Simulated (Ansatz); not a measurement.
## Nudged elastic band run: Al$_{12}$O

Input:

```yaml
crystal:
  lattice:
    - [5.727565, 0.0, 0.0]
    - [2.863782, 4.960217, 0.0]
    - [0.0, 0.0, 17.676537]
  atoms:
    - { symbol: Al, position: [0.1666667, 0.1666667, 0.0565722] }
    - { symbol: Al, position: [0.6666667, 0.1666667, 0.0565722] }
    - { symbol: Al, position: [0.1666667, 0.6666667, 0.0565722] }
    - { symbol: Al, position: [0.6666667, 0.6666667, 0.0565722] }
    - { symbol: Al, position: [-0.16709914, 0.33354825, 0.18645902] }
    - { symbol: Al, position: [0.33292845, 0.33355431, 0.18796928] }
    - { symbol: Al, position: [-0.16710366, 0.833525, 0.18645726] }
    - { symbol: Al, position: [0.33286901, 0.83357733, 0.18647304] }
    - { symbol: Al, position: [-0.00039501, 0.00021261, 0.31100769] }
    - { symbol: Al, position: [0.49367694, 0.01237882, 0.32024487] }
    - { symbol: Al, position: [0.01207343, 0.49392646, 0.32031266] }
    - { symbol: Al, position: [0.49357443, 0.49400764, 0.3202534] }
    - { symbol: O, position: [0.66634842, 0.66681484, 0.35903481] }
basis:
  ecutwfc: 420.0
kpoints:
  mp_grid: { grid: [3, 3, 1] }
hamiltonian:
  xc: lda
  pseudopotentials: { kind: paw, azcp: { folder: soft_1 } }
scf:
  occupations: { method: gaussian, width: 0.1 }
  lower_state_search: "off"
neb:
  images: 5
  f_tol: 0.05
  initial_path: linear
  max_iterations: 58
  constraints: [{ sites: [0, 1, 2, 3] }]
  final_atoms:
    - { symbol: Al, position: [0.1666667, 0.1666667, 0.0565722] }
    - { symbol: Al, position: [0.6666667, 0.1666667, 0.0565722] }
    - { symbol: Al, position: [0.1666667, 0.6666667, 0.0565722] }
    - { symbol: Al, position: [0.6666667, 0.6666667, 0.0565722] }
    - { symbol: Al, position: [-0.16710361, 0.33352497, 0.18645726] }
    - { symbol: Al, position: [0.33286906, 0.3335773, 0.18647304] }
    - { symbol: Al, position: [-0.16709909, 0.83354822, 0.18645902] }
    - { symbol: Al, position: [0.3329285, 0.83355428, 0.18796928] }
    - { symbol: Al, position: [0.01207348, -0.00607357, 0.32031266] }
    - { symbol: Al, position: [0.49357448, -0.00599239, 0.3202534] }
    - { symbol: Al, position: [-0.00039496, 0.50021258, 0.31100769] }
    - { symbol: Al, position: [0.49367699, 0.51237879, 0.32024487] }
    - { symbol: O, position: [0.66634847, 1.16681481, 0.35903481] }
  order_check: true
```

Command:

```bash
$ ansatz run input.yaml --threads 1 --pin off --max-ram 3072MiB --backend cpu --events-out ev --progress --plain --runs-dir out
```

Output, in part (warnings, iteration lines):

```
NEB end point (image 0): max|allowed force component| = 2.215e-2 eV/Å (the criterion of neb.relax_end_points is 1.000e-2)
NEB end point (image 6): max|allowed force component| = 2.215e-2 eV/Å (the criterion of neb.relax_end_points is 1.000e-2)
NEB iter   1: max|band force component| = 6.810e1 eV/Å  barrier→ = 18.6823 eV  barrier← = 18.6823 eV  Δτ_max = 0.2000 Å  (78 SCF iters)
NEB iter   2: max|band force component| = 1.577e1 eV/Å  barrier→ = 3.7613 eV  barrier← = 3.7613 eV  Δτ_max = 0.1063 Å  (47 SCF iters)
NEB iter   3: max|band force component| = 1.073e1 eV/Å  barrier→ = 2.3489 eV  barrier← = 2.3489 eV  Δτ_max = 0.2000 Å  (44 SCF iters)
NEB iter   4: max|band force component| = 4.537e0 eV/Å  barrier→ = 1.0879 eV  barrier← = 1.0879 eV  Δτ_max = 0.1983 Å  (44 SCF iters)
NEB iter   5: max|band force component| = 2.940e0 eV/Å  barrier→ = 0.9641 eV  barrier← = 0.9641 eV  Δτ_max = 0.2000 Å  (45 SCF iters)
NEB iter   6: max|band force component| = 1.749e0 eV/Å  barrier→ = 0.8721 eV  barrier← = 0.8721 eV  Δτ_max = 0.2000 Å  (41 SCF iters)
NEB iter   7: max|band force component| = 1.647e0 eV/Å  barrier→ = 0.6282 eV  barrier← = 0.6282 eV  Δτ_max = 0.2000 Å  (44 SCF iters)
NEB iter   8: max|band force component| = 1.101e0 eV/Å  barrier→ = 0.6396 eV  barrier← = 0.6396 eV  Δτ_max = 0.1955 Å  (41 SCF iters)
[... lines left out ...]
```

The run converged. The band force fell under the threshold earlier too, but the program's further tests of the path sent the band on. The profile has 2 maxima (images 1, 5) with wells between them (image 3): this band takes more than one step, which may be the mechanism or a detour left from its start path. By the program's own check the climbing image is a first-order saddle point (lowest curvatures found: -2.85 and 0.17 eV/Å²). Limits of this set-up: coarse k mesh, thin slab, slab without dipole correction, PAW files made for another functional.

Final band (atoms are numbered from 1 in the order of the input):

```csv
image,path coordinate (Å),energy (eV),Al11–O13 (Å),Al9–O13 (Å)
0,0.00,0.00,1.85,3.41
1,0.62,0.70,1.75,2.82
2,1.25,0.64,1.79,2.08
3,1.87,0.48,1.85,1.85
4,2.50,0.50,1.88,1.84
5,3.12,0.82,2.52,1.75
6,4.05,0.00,3.41,1.85
```

Run time: 43 min on 1 thread of Arm Neoverse V1, with other jobs on the host, peak memory 0.66 GiB.
